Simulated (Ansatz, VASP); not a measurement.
## SiC: VASP beside Ansatz

Contents of INCAR:

```
ALGO = Normal
EDIFF = 1E-7
ENCUT = 520
GGA = PS
ISIF = 2
ISMEAR = 0
LASPH = T
LCHARG = F
LREAL = F
LWAVE = F
NBANDS = 11
NELM = 100
PREC = Accurate
SIGMA = 0.05
```

File KPOINTS:

```
k-points
0
Gamma
  12 12 12
```

The input POSCAR:

```
SiC
1.0
    0.0000000000      2.0915547076      2.0915547076
    2.0915547076      0.0000000000      2.0915547076
    2.1780056355      2.1780056355     -0.0864509279
Si C
1 1
Direct
    0.0000000000      0.0000000000      0.0000000000
    0.7500000000      0.7500000000      0.7500000000
```

Input for Ansatz:

```yaml
crystal:
  lattice:
    - [0.0, 2.0915547076, 2.0915547076]
    - [2.0915547076, 0.0, 2.0915547076]
    - [2.1780056355, 2.1780056355, -0.0864509279]
  atoms:
    - { symbol: Si, position: [0.0, 0.0, 0.0] }
    - { symbol: C, position: [0.75, 0.75, 0.75] }
basis:
  ecutwfc: 520.0
kpoints:
  mp_grid: { grid: [12, 12, 12] }
hamiltonian:
  xc: pbesol
  pseudopotentials: { kind: paw, azcp: { folder: soft_1 } }
scf:
  occupations: { method: gaussian, width: 0.05 }
output:
  forces: true
  stress: true
  eigenvalues: true
```

Alike in both runs: task single point; functional PBEsol; k mesh 12 × 12 × 12; occupations gaussian, width 0.05 eV; no spin polarisation.

|  | VASP | Ansatz |
| --- | --- | --- |
| version | VASP 6.6.1 | Ansatz 0.2.0 |
| potentials or method | VASP PAW PBE potentials, release 64 (Si, C) | scalar-relativistic, plane waves, PAW |
| plane-wave cutoff (eV) | 520 | 520 |
| valence electrons in the cell | 8 | 8 |

VASP gave:

| Quantity | Value |
| --- | --- |
| gap on the k mesh at the Fermi level (eV) | 0.97 |
| least direct gap on the mesh (eV) | 4.11 |
| pressure (GPa) | 17.1 |
| largest component of the traceless stress (GPa) | 12.38 |
| rms of the force components (eV/Å) | 0.380 |

Question: What did Ansatz give for the same quantities?

Answer: gap on the k mesh at the Fermi level (eV): 0.98; least direct gap on the mesh (eV): 4.13; pressure (GPa): 16.7; largest component of the traceless stress (GPa): 12.29; rms of the force components (eV/Å): 0.376.

Atom by atom the forces differ by 0.004 eV/Å (rms over components). With one functional, cell and mesh, what is left measures potentials, basis and numerics. Ansatz warned: «pseudo_functional_mismatch».

Caveats: so large a pressure means that the cell lies far from this level's equilibrium, or that cutoff or potentials fall short (VASP); the potentials were made for another functional, which shifts forces and pressure (VASP). A k mesh can miss the band edges.
